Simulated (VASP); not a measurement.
# Cu (Fm-3m) in VASP: a series of runs

One crystal, Cu, is run at these levels: PBE; tasks: relaxation of cell and atoms.

Program: VASP 6.6.1. These are calculated values, not measurements. Logs are shortened: lines on timing, memory, paths and dates and some standing lists are left out, and cuts for length are marked.

**1. The crystal as given**

It takes space group Fm-3m (No. 225, cubic). Conventional cell: a = 3.582 Å, b = 3.582 Å, c = 3.582 Å, α = 90.00°, β = 90.00°, γ = 90.00°. Cu (site symmetry m-3m) has 12 Cu at 2.53 Å as nearest neighbours.

**2. Relaxation of cell and atoms, PBE**

The input, INCAR:

```
  ALGO = Fast
  AMIX = 0.2
  EDIFF = 1E-7
  EDIFFG = -0.002
  ENCUT = 520
  GGA = PE
  IBRION = 2
  ISIF = 3
  ISMEAR = 0
  LASPH = True
  LCHARG = False
  LREAL = False
  LWAVE = False
  NELM = 100
  NSW = 80
  PREC = Accurate
  SIGMA = 0.1
```

The input, KPOINTS:

```
k-points
0
Gamma
  20 20 20
```

The input, POSCAR:

```
Cu
1.0
    0.0000000000      1.7909550000      1.7909550000
    1.7909550000      0.0000000000      1.7909550000
    1.7909550000      1.7909550000      0.0000000000
Cu
1
Direct
    0.0000000000      0.0000000000      0.0000000000
```

Potentials or basis: VASP PAW PBE potentials, release 64 (Cu).

Command:

```bash
$ cat potpaw_PBE.64/Cu/POTCAR > POTCAR
$ mpirun -np 1 vasp_std > vasp.out
```

OUTCAR:

```text
AMIX = 0.2
   EDIFF = 1E-7
   EDIFFG = -0.002
   ENCUT = 520
   GGA = PE
   IBRION = 2
   ISIF = 3
   ISMEAR = 0
   LASPH = True
   LREAL = False
   NELM = 100
   NSW = 80
   PREC = Accurate

 ion  position               nearest neighbor table
   1  0.000  0.000  0.000-

  LATTYP: Found a face centered cubic cell.
 ALAT       =     3.5819100000

  Lattice vectors:

 A1 = (   0.0000000000,   1.7909550000,   1.7909550000)
 A2 = (   1.7909550000,   0.0000000000,   1.7909550000)
 A3 = (   1.7909550000,   1.7909550000,   0.0000000000)

Analysis of symmetry for initial positions (statically):
=====================================================================
 Subroutine PRICEL returns:
 Original cell was already a primitive cell.

 Routine SETGRP: Setting up the symmetry group for a
 face centered cubic supercell.

 Subroutine GETGRP returns: Found 48 space group operations
 (whereof 48 operations were pure point group operations)
 out of a pool of 48 trial point group operations.

The static configuration has the point symmetry O_h .

Analysis of symmetry for dynamics (positions and initial velocities):
=====================================================================
 Subroutine PRICEL returns:
 Original cell was already a primitive cell.

 Routine SETGRP: Setting up the symmetry group for a
 face centered cubic supercell.

 Subroutine GETGRP returns: Found 48 space group operations
 (whereof 48 operations were pure point group operations)
 out of a pool of 48 trial point group operations.

The dynamic configuration has the point symmetry O_h .

 Subroutine INISYM returns: Found 48 space group operations
 (whereof 48 operations are pure point group operations),
 and found     1 'primitive' translations

----------------------------------------------------------------------------------------

                                     Primitive cell

  volume of cell :      11.4890

  direct lattice vectors                    reciprocal lattice vectors
     0.000000000  1.790955000  1.790955000    -0.279180661  0.279180661  0.279180661
     1.790955000  0.000000000  1.790955000     0.279180661 -0.279180661  0.279180661
     1.790955000  1.790955000  0.000000000     0.279180661  0.279180661 -0.279180661

  length of vectors
     2.532792851  2.532792851  2.532792851     0.483555089  0.483555089  0.483555089

  position of ions in fractional coordinates (direct lattice)
     0.000000000  0.000000000  0.000000000

  ion indices of the primitive-cell ions
   primitive index   ion index
                 1           1

----------------------------------------------------------------------------------------

 KPOINTS: k-points

Automatic generation of k-mesh.
 Grid dimensions read from file:
 generate k-points for:   20   20   20

 Generating k-lattice:

  Cartesian coordinates                     Fractional coordinates (reciprocal lattice)
    -0.013959033  0.013959033  0.013959033     0.050000000  0.000000000  0.000000000
     0.013959033 -0.013959033  0.013959033     0.000000000  0.050000000  0.000000000
     0.013959033  0.013959033 -0.013959033     0.000000000  0.000000000  0.050000000

  Length of vectors
     0.024177754  0.024177754  0.024177754

  Shift w.r.t. Gamma in fractional coordinates (k-lattice)
     0.000000000  0.000000000  0.000000000

 Subroutine IBZKPT returns following result:
 ===========================================

 Found    256 irreducible k-points:

 Following reciprocal coordinates:
            Coordinates               Weight
  0.000000  0.000000  0.000000      1.000000
  0.050000  0.000000  0.000000      8.000000
  0.100000  0.000000  0.000000      8.000000
  0.150000  0.000000  0.000000      8.000000
  0.200000  0.000000  0.000000      8.000000
  0.250000  0.000000  0.000000      8.000000
[... 16 lines left out ...]
 -0.400000  0.050000  0.000000     24.000000
 -0.350000  0.050000  0.000000     24.000000
 [... further k-points ...]
   k-points           NKPTS =    256   k-points in BZ     NKDIM =    256   number of bands    NBANDS=      9
   number of dos      NEDOS =    301   number of ions     NIONS =      1
   total plane-waves  NPLWV =   8000
   dimension x,y,z NGX =    20 NGY =   20 NGZ =   20
   dimension x,y,z NGXF=    40 NGYF=   40 NGZF=   40
   ions per type =               1
   NGX,Y,Z   is equivalent  to a cutoff of  13.13, 13.13, 13.13 a.u.
   NGXF,Y,Z  is equivalent  to a cutoff of  26.25, 26.25, 26.25 a.u.
 SYSTEM =  unknown system
   PREC   = accura    normal or accurate (medium, high low for compatibility)
   ISTART =      0    job   : 0-new  1-cont  2-samecut
   ICHARG =      2    charge: 1-file 2-atom 10-const
   ISPIN  =      1    spin polarized calculation?
   LNONCOLLINEAR =      F non collinear calculations
   LSORBIT =      F    spin-orbit coupling
   LASPH  =      T    aspherical Exc in radial PAW
   ENCUT  =  520.0 eV  38.22 Ry    6.18 a.u.   4.71  4.71  4.71*2*pi/ulx,y,z
   NELM   =    100;   NELMIN=  2; NELMDL= -5     # of ELM steps
   EDIFF  = 0.1E-06   stopping-criterion for ELM
   LREAL  =      F    real-space projection
   EDIFFG = -.2E-02   stopping-criterion for IOM
   NSW    =     80    number of steps for IOM
   IBRION =      2    ionic relax: 0-MD 1-quasi-New 2-CG
   NFREE  =      1    steps in history (QN), initial steepest desc. (CG)
   ISIF   =      3    stress and relaxation
   ISYM   =      2    0-nonsym 1-usesym 2-fastsym
   POTIM  = 0.5000    time-step for ionic-motion
   TEBEG  =    0.0;   TEEND  =   0.0 temperature during run
   PSTRESS=    0.0 pullay stress
   NELECT =      11.0000    total number of electrons
   NUPDOWN=      -1.0000    fix difference up-down
   EMIN   =  10.00;   EMAX   =-10.00  energy-range for DOS
   EFERMI =   0.00;   METHOD = LEGACY
   ISMEAR =     0;   SIGMA  =   0.10  broadening in eV -4-tet -1-fermi 0-gaus
   EFERMI_NEDOS =   21; number of points for ismear=-14 and -15
   IALGO  =     68    algorithm
   IMIX   =      4    mixing-type and parameters
     AMIX     =   0.20;   BMIX     =  1.00
     AMIX_MAG =   0.80;   BMIX_MAG =  1.00
  volume/ion in A,a.u.               =      11.49        77.53
  Fermi-wavevector in a.u.,A,eV,Ry     =   1.613533  3.049134 35.422593  2.603487
  Thomas-Fermi vector in A             =   2.708587
   LORBIT       =      0    0 simple, 1 ext, 2 COOP (PROOUT), +10 PAW based schemes
   GGA     = PE    functional components
   LHFCALC =     F    Hartree Fock is set to
   AEXX    =    0.0000 exact exchange contribution
   IVDW    =     0    specifies the selected vdW correction
   LEPSILON=     F    determine dielectric tensor
   LRPA    =     F    only Hartree local field effects (RPA)
 conjugate gradient relaxation of ions
 non-spin polarized calculation
 RMM-DIIS sequential band-by-band and
 Gauss-broadening in eV      SIGMA  =   0.10
  energy-cutoff  :      520.00
  volume of cell :       11.49
 maximum number of plane-waves:       331
   NGX =  9   NGY =  9   NGZ =  9

--------------------------------------- Ionic step        1  -------------------------------------------

 number of electron      11.0000011 magnetization

 Free energy of the ion-electron system (eV)
  ---------------------------------------------------
  ext. energy  EPLUGINS =         0.00000000
  ---------------------------------------------------
  free energy    TOTEN  =        -3.71890922 eV

  energy without entropy =       -3.71763104  energy(sigma->0) =       -3.71827013

------------------------ aborting loop because EDIFF is reached ----------------------------------------

  FORCE on cell =-STRESS in cart. coord.  units (eV):
  Direction    XX          YY          ZZ          XY          YZ          ZX
  --------------------------------------------------------------------------------------
  -------------------------------------------------------------------------------------
  Total        0.4830049      0.4830049      0.4830049     -0.0000000     -0.0000000      0.0000000
  in kB       67.3562856     67.3562856     67.3562856     -0.0000000     -0.0000000      0.0000000
  external PRESSURE =      67.3562856 kB  Pullay stress =       0.0000000 kB
[... 86 lines left out ...]
  FREE ENERGIE OF THE ION-ELECTRON SYSTEM (eV)
  ---------------------------------------------------
  free  energy   TOTEN  =        -3.7290206980 eV

  energy  without entropy=       -3.7276825431  energy(sigma->0) =       -3.72835162

[... ionic steps 4 to 7 ...]

--------------------------------------- Ionic step        8  -------------------------------------------

 number of electron      10.9999996 magnetization

------------------------ aborting loop because EDIFF is reached ----------------------------------------

  FORCE on cell =-STRESS in cart. coord.  units (eV):
  Direction    XX          YY          ZZ          XY          YZ          ZX
  --------------------------------------------------------------------------------------
  -------------------------------------------------------------------------------------
  Total        0.0021014      0.0021014      0.0021014      0.0000000      0.0000000     -0.0000000
  in kB        0.2807748      0.2807748      0.2807748      0.0000000      0.0000000     -0.0000000
  external PRESSURE =       0.2807748 kB  Pullay stress =       0.0000000 kB
[... 55 lines left out ...]
  energy  without entropy=       -3.7276800687  energy(sigma->0) =       -3.72834967

--------------------------------------- Ionic step       10  -------------------------------------------

 number of electron      10.9999996 magnetization

 Free energy of the ion-electron system (eV)
  ---------------------------------------------------
  ext. energy  EPLUGINS =         0.00000000
  ---------------------------------------------------
  free energy    TOTEN  =        -3.72901958 eV

  energy without entropy =       -3.72768050  energy(sigma->0) =       -3.72835004

 E-fermi :   7.3644     XC(G=0): -12.6339

 val. band max:        7.3440886507   @ k =   0.5000   0.2500   0.1000
 cond. band min:       7.4095128192   @ k =   0.5000   0.3500   0.1500
 fundamental gap:      0.0654241685
 Fermi energy:         7.3643688913

 k-point     1 :       0.0000    0.0000    0.0000
  band No.  band energies     occupation
      1      -1.8405      2.00000
      2       4.4136      2.00000
      3       4.4136      2.00000
      4       4.4136      2.00000
      5       5.2156      2.00000
      6       5.2156      2.00000
      7      29.8581      0.00000
      8      32.3796      0.00000
      9      32.3796      0.00000
[... 265 lines left out ...]
 k-point    24 :      -0.3500    0.0500    0.0000
  band No.  band energies     occupation
      1       1.9414      2.00000
      2       4.4396      2.00000
      3       4.4784      2.00000
      4       4.6152      2.00000
      5       5.5240      2.00000
      6       5.8014      2.00000
      7      14.5790      0.00000
      8      27.0021      0.00000
      9      29.4018      0.00000

 [... further k-points ...]
[... 5 lines left out ...]
  --------------------------------------------------------------------------------------
  -------------------------------------------------------------------------------------
  Total        0.0013384      0.0013384      0.0013384     -0.0000000     -0.0000000      0.0000000
  in kB        0.1787061      0.1787061      0.1787061     -0.0000000     -0.0000000      0.0000000
  external PRESSURE =       0.1787061 kB  Pullay stress =       0.0000000 kB
[... 16 lines left out ...]
  FREE ENERGIE OF THE ION-ELECTRON SYSTEM (eV)
  ---------------------------------------------------
  free  energy   TOTEN  =        -3.7290195786 eV

  energy  without entropy=       -3.7276804986  energy(sigma->0) =       -3.72835004

 reached required accuracy - stopping structural energy minimisation
```

Wall time 1.7 min (1 thread of Intel Xeon Platinum 8375C at 2.90GHz (Ice Lake), shared host); peak memory 0.16 GiB.

What came out:

| Quantity | Value |
| --- | --- |
| Free energy | -3.7290 eV |
| Relaxed volume | 12.00 Å³/atom |
| Relaxed cell | a = 2.570 Å, b = 2.570 Å, c = 2.570 Å, α = 60.00°, β = 60.00°, γ = 60.00° |
| Space group after relaxing (to 0.05 Å) | Fm-3m (No. 225) |
| Energy gained by relaxing | 10.1 meV/atom |
| Ionic steps | 10 |
| Pressure after relaxing | 0.0 GPa |
| Band gap on the k mesh | none (metal or under the smearing width) |

The path:
| step | energy change (eV) | largest force (eV/Å) | pressure (GPa) | volume (Å³) |
| --- | --- | --- | --- | --- |
| 1 | 0.0000 | 0.0000 | 6.74 | 11.49 |
| 2 | -0.0066 | 0.0000 | -3.36 | 12.31 |
| 3 | -0.0101 | 0.0000 | -0.10 | 11.99 |
| 4 | -0.0101 | 0.0000 | 0.36 | 11.98 |
| 5 | -0.0101 | 0.0000 | 0.11 | 11.98 |
| 6 | -0.0101 | 0.0000 | 0.08 | 11.99 |
| 7 | -0.0101 | 0.0000 | 0.08 | 11.99 |
| 8 | -0.0101 | 0.0000 | 0.03 | 11.99 |
| 9 | -0.0101 | 0.0000 | -0.23 | 12.00 |
| 10 | -0.0101 | 0.0000 | 0.02 | 12.00 |

Final structure:
```xyz
1
Lattice="0.0000 1.8171 1.8171 1.8171 0.0000 1.8171 1.8171 1.8171 0.0000" Properties=species:S:1:pos:R:3 pbc="T T T"
Cu    0.0000    0.0000    0.0000
```

PBE usually gives volumes a little too large and moduli too small. Zero-point motion and thermal expansion aren't in these numbers.

**3. Relaxation of cell and atoms, PBE**

This run uses another cell than the first one, of 12.00 Å³/atom, 1.044 times its volume.

INCAR is that of step 2.

KPOINTS is that of step 2.

The input, POSCAR:

```
Cu                                      
1.0
   -0.0000000000      1.8170657067      1.8170657067
    1.8170657067     -0.0000000000      1.8170657067
    1.8170657067      1.8170657067     -0.0000000000
  Cu            
     1
Direct
     0.0000000000000000    0.0000000000000000    0.0000000000000000
```

Potentials or basis: VASP PAW PBE potentials, release 64 (Cu).

Command:

```bash
$ cat potpaw_PBE.64/Cu/POTCAR > POTCAR
$ mpirun -np 1 vasp_std > vasp.out
```

Wall time 43 s (1 thread of Intel Xeon Platinum 8375C at 2.90GHz (Ice Lake), shared host); peak memory 0.15 GiB.

It converged, with:

```yaml
Free_energy: -3.7295 eV
Relaxed_volume: 12.00 Å³/atom
Relaxed_cell: a = 2.570 Å, b = 2.570 Å, c = 2.570 Å, α = 60.00°, β = 60.00°, γ = 60.00°
Space_group_after_relaxing_to_0.05_Å: Fm-3m (No. 225)
Energy_gained_by_relaxing: 0.0 meV/atom
Ionic_steps: 4
Pressure_after_relaxing: 0.0 GPa
Band_gap_on_the_k_mesh: none (metal or under the smearing width)
```

Final structure:
```
CELL_PARAMETERS angstrom
0.00000 1.81727 1.81727
1.81727 0.00000 1.81727
1.81727 1.81727 0.00000
ATOMIC_POSITIONS crystal
Cu 0.00000 0.00000 0.00000
```

Levels at points of the mesh, in eV from the Fermi level:
```tsv
k point	band 3	band 4	band 5	band 6	band 7	band 8	band 9
(0.00, 0.00, 0.00)	-2.95	-2.95	-2.15	-2.15	22.49	25.01	25.01
(0.50, 0.00, 0.00)	-2.98	-1.59	-1.59	-0.93	3.70	20.99	21.85
(0.50, 0.50, 0.00)	-1.61	-1.45	-1.45	1.54	7.03	12.98	12.98
```
